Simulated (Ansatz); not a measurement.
# BaS: the volume at rest

BaS in the rock-salt structure, starting from this typed cell of 33.54 Å³ an atom.

```yaml
# lattice in Å, fractional positions
crystal:
  lattice:
    - [0.00000, 3.22500, 3.22500]
    - [3.22500, 0.00000, 3.22500]
    - [3.22500, 3.22500, 0.00000]
  atoms:
    - { symbol: Ba, position: [0.00000, 0.00000, 0.00000] }
    - { symbol: S, position: [0.50000, 0.50000, 0.50000] }
```

DFT in Ansatz; k mesh 6×6×6; fixed occupations; no spin. Cell and atoms are relaxed to zero stress with the symmetry kept and no dispersion correction.

Caveats: coarse k mesh.

Task: What volume results under PBE, LDA, and how much do the potentials matter?

Result: 
| functional | potentials | cutoff (eV) | volume (Å³/atom) | change (%) |
| --- | --- | --- | --- | --- |
| PBE | all-electron PAW datasets (no frozen core) | 300 | 33.21 | -1.0 |
| PBE | Ansatz hand-made PAW | 510 | 33.20 | -1.0 |
| PBE | PseudoDojo norm-conserving | 770 | 33.17 | -1.1 |
| PBE | Ansatz norm-conserving | 770 | 33.19 | -1.0 |
| LDA | Ansatz hand-made PAW | 510 | 30.83 | -8.1 |
| LDA | PseudoDojo norm-conserving | 770 | 30.79 | -8.2 |

From smallest to largest: LDA, PBE.
